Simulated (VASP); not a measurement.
# P (R-3m) in VASP: a series of runs

Runs on P. Level: PBEsol+D3(BJ). Tasks: relaxation of cell and atoms, vibrations by finite differences.

All numbers are computed with VASP 6.6.1; they aren't measurements. Logs are shortened: lines on timing, memory, paths and dates and some standing lists are left out, and cuts for length are marked.

**1. The crystal as given**

It takes space group R-3m (No. 166, trigonal). The conventional cell has a = 3.451 Å, b = 3.451 Å, c = 9.389 Å, α = 90.00°, β = 90.00°, γ = 120.00°. P (site symmetry 3m) has 3 P at 2.29 Å as nearest neighbours.

This isn't the form of P at room conditions, which is orthorhombic.

**2. Relaxation of cell and atoms, PBEsol+D3(BJ), target pressure 6 GPa, at which the enthalpy is minimised**

Contents of INCAR:

```
SYSTEM = P
  PREC = Accurate
  ENCUT = 520
  EDIFF = 1E-7
  ISMEAR = 0
  SIGMA = 0.02
  LREAL = .False.
  LASPH = .True.
  NELM = 60
  ALGO = Normal
  ISIF = 3
  LWAVE = .False.
  LCHARG = .False.
  GGA = PS
  IVDW = 12
  IBRION = 2
  NSW = 80
  EDIFFG = -0.002
  PSTRESS = 60.0
```

Contents of KPOINTS:

```
Automatic mesh
0
Gamma
  12 12 12
  0 0 0
```

Contents of POSCAR:

```
P
1.0
    1.7257251800      0.9963479000      3.1296800100
   -1.7257251800      0.9963479000      3.1296800100
    0.0000000000     -1.9926957900      3.1296800100
P
2
Direct
    0.2270802500      0.2270802500      0.2270802500
    0.7729197500      0.7729197500      0.7729197500
```

Potentials or basis: VASP PAW PBE potentials, release 64 (P).

Run with:

```console
$ cat potpaw_PBE.64/P/POTCAR > POTCAR
$ mpirun -np 1 vasp_std > vasp.out
```

OUTCAR:

```text
SYSTEM = P
   PREC = Accurate
   ENCUT = 520
   EDIFF = 1E-7
   ISMEAR = 0
   LREAL = .False.
   LASPH = .True.
   NELM = 60
   ISIF = 3
   GGA = PS
   IVDW = 12
   IBRION = 2
   NSW = 80
   EDIFFG = -0.002
   PSTRESS = 60.0
 IVDW          = 12

 ion  position               nearest neighbor table
   1  0.227  0.227  0.227-   2 2.29   2 2.29   2 2.29   2 2.82   2 2.82   2 2.82
   2  0.773  0.773  0.773-   1 2.29   1 2.29   1 2.29   1 2.82   1 2.82   1 2.82

  LATTYP: Found a trigonal (rhomboedric) cell.
 ALAT       =     3.7102201417
 COS(alpha) =     0.5673129373

  Lattice vectors:

 A1 = (   1.7257251800,   0.9963479000,   3.1296800100)
 A2 = (  -1.7257251800,   0.9963479000,   3.1296800100)
 A3 = (   0.0000000000,  -1.9926957900,   3.1296800100)

Analysis of symmetry for initial positions (statically):
=====================================================================
 Subroutine PRICEL returns:
 Original cell was already a primitive cell.

 Routine SETGRP: Setting up the symmetry group for a
 trigonal (rhombohedral) supercell.

 Subroutine GETGRP returns: Found 12 space group operations
 (whereof 12 operations were pure point group operations)
 out of a pool of 12 trial point group operations.

The static configuration has the point symmetry D_3d.

Analysis of symmetry for dynamics (positions and initial velocities):
=====================================================================
 Subroutine PRICEL returns:
 Original cell was already a primitive cell.

 Routine SETGRP: Setting up the symmetry group for a
 trigonal (rhombohedral) supercell.

 Subroutine GETGRP returns: Found 12 space group operations
 (whereof 12 operations were pure point group operations)
 out of a pool of 12 trial point group operations.

The dynamic configuration has the point symmetry D_3d.

 Subroutine INISYM returns: Found 12 space group operations
 (whereof 12 operations are pure point group operations),
 and found     1 'primitive' translations

----------------------------------------------------------------------------------------

                                     Primitive cell

  volume of cell :      32.2875

  direct lattice vectors                    reciprocal lattice vectors
     1.725725180  0.996347900  3.129680010     0.289733270  0.167277582  0.106507161
    -1.725725180  0.996347900  3.129680010    -0.289733270  0.167277582  0.106507161
     0.000000000 -1.992695790  3.129680010     0.000000000 -0.334555163  0.106507162

  length of vectors
     3.710220142  3.710220142  3.710220139     0.351099605  0.351099605  0.351099605

  position of ions in fractional coordinates (direct lattice)
     0.227080250  0.227080250  0.227080250
     0.772919750  0.772919750  0.772919750

  ion indices of the primitive-cell ions
   primitive index   ion index
                 1           1
                 2           2

----------------------------------------------------------------------------------------

 KPOINTS: Automatic mesh

Automatic generation of k-mesh.
 Grid dimensions read from file:
 generate k-points for:   12   12   12

 Generating k-lattice:

  Cartesian coordinates                     Fractional coordinates (reciprocal lattice)
     0.024144439  0.013939798  0.008875597     0.083333333  0.000000000  0.000000000
    -0.024144439  0.013939798  0.008875597     0.000000000  0.083333333  0.000000000
     0.000000000 -0.027879597  0.008875597     0.000000000  0.000000000  0.083333333

  Length of vectors
     0.029258300  0.029258300  0.029258300

  Shift w.r.t. Gamma in fractional coordinates (k-lattice)
     0.000000000  0.000000000  0.000000000

 Subroutine IBZKPT returns following result:
 ===========================================

 Found    189 irreducible k-points:

 Following reciprocal coordinates:
            Coordinates               Weight
  0.000000  0.000000  0.000000      1.000000
  0.083333 -0.000000  0.000000      6.000000
  0.166667  0.000000  0.000000      6.000000
  0.250000  0.000000  0.000000      6.000000
  0.333333  0.000000 -0.000000      6.000000
  0.416667 -0.000000  0.000000      6.000000
[... 16 lines left out ...]
  0.500000  0.166667  0.000000     12.000000
 -0.416667  0.166667 -0.000000     12.000000
 [... further k-points ...]
   k-points           NKPTS =    189   k-points in BZ     NKDIM =    189   number of bands    NBANDS=      9
   number of dos      NEDOS =    301   number of ions     NIONS =      2
   total plane-waves  NPLWV =  21952
   dimension x,y,z NGX =    28 NGY =   28 NGZ =   28
   dimension x,y,z NGXF=    56 NGYF=   56 NGZF=   56
   ions per type =               2
   NGX,Y,Z   is equivalent  to a cutoff of  12.55, 12.55, 12.55 a.u.
   NGXF,Y,Z  is equivalent  to a cutoff of  25.09, 25.09, 25.09 a.u.
 SYSTEM =  P
   PREC   = accura    normal or accurate (medium, high low for compatibility)
   ISTART =      0    job   : 0-new  1-cont  2-samecut
   ICHARG =      2    charge: 1-file 2-atom 10-const
   ISPIN  =      1    spin polarized calculation?
   LNONCOLLINEAR =      F non collinear calculations
   LSORBIT =      F    spin-orbit coupling
   LASPH  =      T    aspherical Exc in radial PAW
   ENCUT  =  520.0 eV  38.22 Ry    6.18 a.u.   6.90  6.90  6.90*2*pi/ulx,y,z
   NELM   =     60;   NELMIN=  2; NELMDL= -5     # of ELM steps
   EDIFF  = 0.1E-06   stopping-criterion for ELM
   LREAL  =      F    real-space projection
   EDIFFG = -.2E-02   stopping-criterion for IOM
   NSW    =     80    number of steps for IOM
   IBRION =      2    ionic relax: 0-MD 1-quasi-New 2-CG
   NFREE  =      1    steps in history (QN), initial steepest desc. (CG)
   ISIF   =      3    stress and relaxation
   ISYM   =      2    0-nonsym 1-usesym 2-fastsym
   POTIM  = 0.5000    time-step for ionic-motion
   TEBEG  =    0.0;   TEEND  =   0.0 temperature during run
   PSTRESS=   60.0 pullay stress
   NELECT =      10.0000    total number of electrons
   NUPDOWN=      -1.0000    fix difference up-down
   EMIN   =  10.00;   EMAX   =-10.00  energy-range for DOS
   EFERMI =   0.00;   METHOD = LEGACY
   ISMEAR =     0;   SIGMA  =   0.02  broadening in eV -4-tet -1-fermi 0-gaus
   EFERMI_NEDOS =   21; number of points for ismear=-14 and -15
   IALGO  =     38    algorithm
   IMIX   =      4    mixing-type and parameters
     AMIX     =   0.40;   BMIX     =  1.00
     AMIX_MAG =   1.60;   BMIX_MAG =  1.00
  volume/ion in A,a.u.               =      16.14       108.94
  Fermi-wavevector in a.u.,A,eV,Ry     =   1.107636  2.093128 16.692396  1.226857
  Thomas-Fermi vector in A             =   2.244152
   LORBIT       =      0    0 simple, 1 ext, 2 COOP (PROOUT), +10 PAW based schemes
   GGA     = PS    functional components
   LHFCALC =     F    Hartree Fock is set to
   AEXX    =    0.0000 exact exchange contribution
   IVDW    =    12    specifies the selected vdW correction
   LEPSILON=     F    determine dielectric tensor
   LRPA    =     F    only Hartree local field effects (RPA)
 conjugate gradient relaxation of ions
 non-spin polarized calculation
 Gauss-broadening in eV      SIGMA  =   0.02
  energy-cutoff  :      520.00
  volume of cell :       32.29
 maximum number of plane-waves:       886
   NGX = 13   NGY = 13   NGZ = 13

--------------------------------------- Ionic step        1  -------------------------------------------

 number of electron      10.0000000 magnetization

 Free energy of the ion-electron system (eV)
  ---------------------------------------------------
  ext. energy  EPLUGINS =         0.00000000
  ---------------------------------------------------
  free energy    TOTEN  =       -11.55500919 eV

  energy without entropy =      -11.55495372  energy(sigma->0) =      -11.55498145

 E-fermi :   8.9290     XC(G=0): -10.8709

 val. band max:        8.9281926111   @ k =   0.4167   0.4167   0.4167
 cond. band min:       8.9479044651   @ k =  -0.0833   0.5000   0.0833
 fundamental gap:      0.0197118540
 Fermi energy:         8.9290382500

 k-point     1 :       0.0000    0.0000    0.0000
  band No.  band energies     occupation
      1      -7.6203      2.00000
      2       5.3320      2.00000
      3       5.7702      2.00000
      4       6.0303      2.00000
      5       6.0303      2.00000
      6      10.2107      0.00000
      7      11.5339      0.00000
      8      11.5339      0.00000
      9      14.6910      0.00000
[... 265 lines left out ...]
 k-point    24 :      -0.4167    0.1667   -0.0000
  band No.  band energies     occupation
      1      -3.8886      2.00000
      2      -2.7209      2.00000
      3       3.0217      2.00000
      4       5.1943      2.00000
      5       6.3939      2.00000
      6       9.6215      0.00000
      7      10.5779      0.00000
      8      12.4015      0.00000
      9      16.4627      0.00000

 [... further k-points ...]

------------------------ aborting loop because EDIFF is reached ----------------------------------------

 Edisp (eV)   -0.70006

 E8    (eV) :    -0.4152
[... 113 lines left out ...]
  energy  without entropy=      -12.2646086807  energy(sigma->0) =      -12.26465138

  enthalpy is  TOTEN    =       -11.1991721576 eV   P V=        1.0655219163

[... ionic steps 4 to 15 ...]

--------------------------------------- Ionic step       16  -------------------------------------------

 number of electron      10.0000000 magnetization

------------------------ aborting loop because EDIFF is reached ----------------------------------------
[... 79 lines left out ...]
--------------------------------------- Ionic step       18  -------------------------------------------

 number of electron      10.0000000 magnetization

 Free energy of the ion-electron system (eV)
  ---------------------------------------------------
  ext. energy  EPLUGINS =         0.00000000
  ---------------------------------------------------
  free energy    TOTEN  =       -11.48373936 eV

  energy without entropy =      -11.48361953  energy(sigma->0) =      -11.48367945

 E-fermi :  11.1406     XC(G=0): -11.7961

 val. band max:       11.1369563589   @ k =   0.3333   0.3333   0.3333
 cond. band min:      11.1429640087   @ k =   0.5000   0.0833   0.0000
 fundamental gap:      0.0060076498
 Fermi energy:        11.1406206880

 k-point     1 :       0.0000    0.0000    0.0000
  band No.  band energies     occupation
      1      -6.5270      2.00000
      2       8.6873      2.00000
      3       8.6873      2.00000
      4       8.8449      2.00000
      5      10.5815      2.00000
      6      14.9720      0.00000
      7      15.1759      0.00000
      8      15.1759      0.00000
      9      16.7161      0.00000
[... 265 lines left out ...]
 k-point    24 :      -0.4167    0.1667   -0.0000
  band No.  band energies     occupation
      1      -2.0639      2.00000
      2      -1.0882      2.00000
      3       5.5222      2.00000
      4       7.7277      2.00000
      5       9.2116      2.00000
      6      11.9771      0.00000
      7      14.7450      0.00000
      8      16.3194      0.00000
      9      19.9662      0.00000

 [... further k-points ...]

------------------------ aborting loop because EDIFF is reached ----------------------------------------

 Edisp (eV)   -0.85884

 E8    (eV) :    -0.5097
[... 29 lines left out ...]
  energy  without entropy=      -12.3424568542  energy(sigma->0) =      -12.34251677

  enthalpy is  TOTEN    =       -11.3527098905 eV   P V=        0.9898667992

 reached required accuracy - stopping structural energy minimisation
```

Wall time 6.2 min (1 thread of Intel Xeon Platinum 8259CL at 2.50GHz (Skylake/Cascade Lake), shared host); peak memory 0.21 GiB.

Results:

| Item | Value |
| --- | --- |
| Free energy | -12.3426 eV |
| Relaxed volume | 13.22 Å³/atom |
| Relaxed cell | a = 3.340 Å, b = 3.340 Å, c = 3.340 Å, α = 60.13°, β = 60.13°, γ = 60.13° |
| Space group after relaxing (to 0.05 Å) | R-3m (No. 166) |
| Energy change on relaxing (the enthalpy is what falls) | -43.8 meV/atom |
| Ionic steps | 18 |
| Pressure after relaxing | 6.0 GPa |
| Band gap on the k mesh | none (metal or under the smearing width) |
| Dispersion energy per atom | -0.429 eV |

The path:
```
step  energy change (eV)  largest force (eV/Å)  pressure (GPa)  volume (Å³)
   1              0.0000                0.2943           -5.36        32.29
   2              0.0570                1.2335           12.96        27.23
   3             -0.0096                0.9513            6.80        28.45
   4             -0.0540                0.4248            7.42        27.50
   5             -0.0621                0.3163            7.82        26.52
   6              0.0512                0.0101           18.43        24.59
   7             -0.0513                0.1509           10.40        25.83
   8             -0.1055                0.1457            0.52        27.44
   9             -0.0899                0.0002            5.51        26.53
  10             -0.0884                0.0048            5.86        26.46
  11             -0.0885                0.0054            5.84        26.46
  12             -0.0865                0.0088            6.19        26.41
  13             -0.0875                0.0071            6.02        26.43
  14             -0.0875                0.0070            6.02        26.43
  15             -0.0876                0.0070            6.01        26.43
  16             -0.0876                0.0070            6.01        26.43
  17             -0.0875                0.0045            6.00        26.43
  18             -0.0875                0.0001            5.99        26.43
```

Final structure:
```
P
1.0
     1.67343    0.96616    2.72476
    -1.67343    0.96616    2.72476
     0.00000   -1.93231    2.72476
P
2
Direct
  0.24367 0.24367 0.24367
  0.75633 0.75633 0.75633
```

Caveat: the cell is relaxed towards a set pressure, so the enthalpy falls and the energy may rise; the volume moved by over 15 % at a fixed basis, so the end points are rough; the PAW data sets were made with another functional, which shifts forces and pressure a little; pairwise dispersion overbinds metals, which lowers pressure and volume.

(Continued in part 2 of 2.)
